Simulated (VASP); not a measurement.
Crystal: CsH.

```
CELL_PARAMETERS angstrom
0.00000 3.18800 3.18800
3.18800 0.00000 3.18800
3.18800 3.18800 0.00000
ATOMIC_POSITIONS crystal
Cs 0.00000 0.00000 0.00000
H 0.50000 0.50000 0.50000
```

Base run:

- Program: VASP 6.6.1
- Functional: r2SCAN-EpsX
- Potentials or basis: VASP PAW PBE potentials, release 64 (Cs_sv, H)
- Cutoff: 520 eV
- k mesh: 6 × 6 × 6
- Occupations: gaussian, width 0.02 eV
- Spin: no spin polarisation

Its results: band gap on the k mesh 4.57 eV, direct; pressure -0.1 GPa.

Question: After a change of settings the same cell gave: band gap on the k mesh 3.03 eV, direct; pressure 0.1 GPa. Which change was it?
A. functional from r2SCAN-EpsX to HSE03
B. functional from r2SCAN-EpsX to HSE06
C. functional from r2SCAN-EpsX to PBE0

Answer: A.

Caveats: the PAW data sets were made with another functional, which shifts forces and pressure a little; spin-orbit coupling is left out, which moves the levels of the heavy elements.
